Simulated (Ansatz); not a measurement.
## TiSi2 in Ansatz: the effect of strain

The system is TiSi2.

```
Ti Si
1.0
     0.00000    4.11752    4.09238
     2.38951    0.00000    4.09238
     2.38951    4.11752    0.00000
Ti Si
2 4
Direct
  0.75000 0.75000 0.75000
  0.50000 0.50000 0.50000
  0.41257 0.08743 0.41257
  0.08743 0.41257 0.08743
  0.16257 0.83743 0.16257
  0.83743 0.16257 0.83743
```

The cell is a database's computed one.

Alike in all runs:

```yaml
Program: Ansatz 0.2.0
Task: band structure
Functional: PBE
Potentials_or_basis: Ansatz PAW
Cutoff: "420 eV (not typed: the program's choice for these potentials)"
k_mesh: 6 × 6 × 6
Occupations: fermi-dirac, width 0.05 eV
Spin: no spin polarisation
Kind_of_strain: uniaxial
Path: "[[\"G\", \"Y\", \"T\", \"Z\", \"G\", \"X\", \"A1\", \"Y\"], [\"T\", \"X1\"], [\"X\", \"A\", \"Z\"], [\"L\", \"G\"]]"
Points_for_each_segment_of_the_path: 14
```

```csv
strain,pressure (GPa),largest force (eV/Å)
-0.04,10.5,0.14
-0.02,5.9,0.11
-0.01,3.9,0.09
0,2.1,0.07
0.01,?,?
0.02,-1.2,0.03
0.04,-4.0,0.01
```

Q: What does the run with strain 0.01 give?

A: Pressure 0.4 GPa; largest force 0.05 eV/Å.

Worked out: A parabola through the other rows of the pressure, of slope -166 GPa per unit of strain there, gives 0.3 GPa, against the run's 0.4. A parabola through the other rows of the largest force, of slope -1.65 eV/Å per unit of strain there, gives 0.05 eV/Å, against the run's 0.05.
